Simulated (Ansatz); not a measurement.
**Polymorphs of Ca2B3**

All numbers below come from DFT PBE, scalar-relativistic, plane waves, PAW in Ansatz. Settings: cutoff 420 eV, Γ-centred meshes no coarser than 0.19 Å⁻¹ for metals and 0.3 Å⁻¹ for insulators (2π included), Gaussian smearing.

All energies are static (0 K, no zero-point motion). Only the structures computed here compete, so a lower one can exist. The k mesh leaves about 4 meV/atom of noise in metals. No run is spin-polarised.

```
#                      started from      space group  atoms  V (Å³/atom)  ΔE (meV/atom)  gap on mesh (eV)
1         tetradymite type, changed   R-3m (No. 166)      5         14.9              0              0.00
2  A-type sesquioxide type, changed  P-3m1 (No. 164)      5         15.9            291              0.00
```

The lowest structure: Space group R-3m (No. 166), trigonal, a = 3.267 Å, c = 24.186 Å. Around Ca lie 9 B at 2.72–2.80 Å and 6 Ca at 3.27 Å; B on Wyckoff site a (1 atom of the primitive cell) is coordinated by 6 Ca at 2.72 Å and 6 B at 3.27 Å; B on Wyckoff site c (2 atoms of the primitive cell) has 3 B at 1.89 Å. Its energy against the elements is 0.35 eV/atom, so it is unstable even against them. Energies over the elements count from the lowest elemental structures computed at the same level, with no empirical corrections.

```
Ca B
1.0
     1.63356    0.94314    8.06203
    -1.63356    0.94314    8.06203
     0.00000   -1.88627    8.06203
Ca B
2 3
Direct
  0.41453 0.41453 0.41453
  0.58547 0.58547 0.58547
  0.00000 0.00000 0.00000
  0.16647 0.16647 0.16647
  0.83353 0.83353 0.83353
```

The second: Space group P-3m1 (No. 164), trigonal, a = 3.262 Å, c = 8.651 Å. Ca is coordinated by 4 B at 2.56–2.64 Å, 3 B at 3.04 Å and 6 Ca at 3.26 Å; B on Wyckoff site a (1 atom of the primitive cell) has 6 Ca at 2.64 Å and 6 B at 3.26 Å; around B on Wyckoff site d (2 atoms of the primitive cell) lie 3 B at 1.89 Å.